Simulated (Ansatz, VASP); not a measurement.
## Two plane-wave programs on Hf

```
Hf
1.0
     0.00000    2.19000    2.19000
     2.19000    0.00000    2.19000
     2.19000    2.19000    0.00000
Hf
1
Direct
  0.00000 0.00000 0.00000
```

This isn't the form of Hf at room conditions, which is hcp.

Alike in both runs: task single point; functional LDA; k mesh 10 × 10 × 10; occupations fermi-dirac, width 0.05 eV; no spin polarisation.

```csv
,VASP,Ansatz
version,VASP 6.6.1,Ansatz 0.2.0
potentials or method,"VASP PAW LDA potentials, release 64 (Hf_pv)",Ansatz PAW
plane-wave cutoff (eV),520,420
valence electrons in the cell,10,26
```

```tsv
	VASP	Ansatz	Ansatz less VASP
gap on the k mesh at the Fermi level (eV)	none	none	-
pressure (GPa)	-1.3	-1.4	-0.06
```

A gap of «none» marks a metal or a gap that the smearing closes. The two sets of potentials don't hold the same shells in valence.

Caveats: the PAW data sets come from PBE, with cores solved anew for the run's functional, which leaves a small shift of forces and pressure (Ansatz). The runs have no spin-orbit coupling, so splittings on Hf are missing.
